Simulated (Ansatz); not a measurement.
**Mo (diamond type): how the settings move a single-point run**

Question: which choices in the input matter for Mo (diamond type)?

Program: Ansatz 0.2.0. Level of theory: reference: DFT, PBEsol, all-electron PAW with datasets made for the crystal, scalar-relativistic. These are calculated values, not measurements.

## (1) The starting structure

Symmetry: Fd-3m, No. 227, cubic system. Conventional cell: a = 4.135 Å, b = 4.135 Å, c = 4.135 Å, α = 90.00°, β = 90.00°, γ = 90.00°. Mo (site symmetry -43m) has 4 Mo at 1.79 Å in its first shell of neighbours.

Coordinates:

```cif
data_structure
_symmetry_space_group_name_H-M 'Fd-3m:1'
_symmetry_Int_Tables_number 227
_cell_length_a 4.1347
_cell_length_b 4.1347
_cell_length_c 4.1347
_cell_angle_alpha 90.000
_cell_angle_beta 90.000
_cell_angle_gamma 90.000
_cell_volume 70.69
loop_
_atom_site_label
_atom_site_type_symbol
_atom_site_symmetry_multiplicity
_atom_site_Wyckoff_symbol
_atom_site_fract_x
_atom_site_fract_y
_atom_site_fract_z
_atom_site_occupancy
Mo1 Mo 8 b 0.00000 0.50000 0.00000 1
```

## (2) Reference

input.yaml

```yaml
crystal:
  lattice:
    - [0.0, 2.0673444483, 2.0673444483]
    - [2.0673444483, 0.0, 2.0673444483]
    - [2.0673444483, 2.0673444483, 0.0]
  atoms:
    - { symbol: Mo, position: [-0.125, -0.125, -0.125] }
    - { symbol: Mo, position: [0.125, 0.125, 0.125] }
kpoints:
  mp_grid: { grid: [12, 12, 12] }
scf:
  occupations: { method: fermi_dirac, width: 0.08 }
hamiltonian:
  xc: pbesol
  pseudopotentials: { kind: all_electron, datasets: crystal }
output:
  forces: true
  stress: true
  eigenvalues: true
```

The run is started by

```
$ ansatz run input.yaml --threads 1 --pin off --max-ram 2048MiB --backend cpu --events-out ev --progress --plain --runs-dir out
```

## (3) Changing settings: xc pbe, xc_grid 3

Changes to input.yaml since step 2:

```diff
@@ -13,3 +13,3 @@
 hamiltonian:
-  xc: pbesol
+  xc: pbe
   pseudopotentials: { kind: all_electron, datasets: crystal }
@@ -19 +19,3 @@
   eigenvalues: true
+basis:
+  xc_grid: 3
```

Before running it: what results should come out? Wanted: for each run, ending; energy change; pressure; gap; force.

**Answer**, as computed:

| run | ending | energy change | pressure (GPa) | gap (eV) | force (eV/Å) | cycles | time |
| --- | --- | --- | --- | --- | --- | --- | --- |
| reference | converged | - | 780.2 | 0.00 | 0.00 | 7 | 10 s |
| 1: xc pbe, xc_grid 3 | converged | not comparable | 800.3 | 0.00 | 0.00 | 7 | 10 s |

Residual by cycle in the longest SCF loop of each run; runs are numbered as in the table. The quantity is the density residual dr2, in eV.

| cycle | reference | run 1 |
| --- | --- | --- |
| 1 | 0.987 | 1.07 |
| 2 | 0.349 | 0.382 |
| 3 | 0.0125 | 0.0133 |
| 4 | 1.8e-4 | 2.2e-4 |
| 5 | 3.3e-6 | 3.4e-6 |
| 6 | 3.8e-7 | 3.2e-7 |
| 7 | 3.5e-9 | 4.7e-9 |

A change of functional puts the total energy on another scale; the pressure goes from 780.2 to 800.3 GPa. The numerical grids changed too. The structure is not at rest: the sound run finds 780 GPa, so these are no properties of the relaxed crystal. 
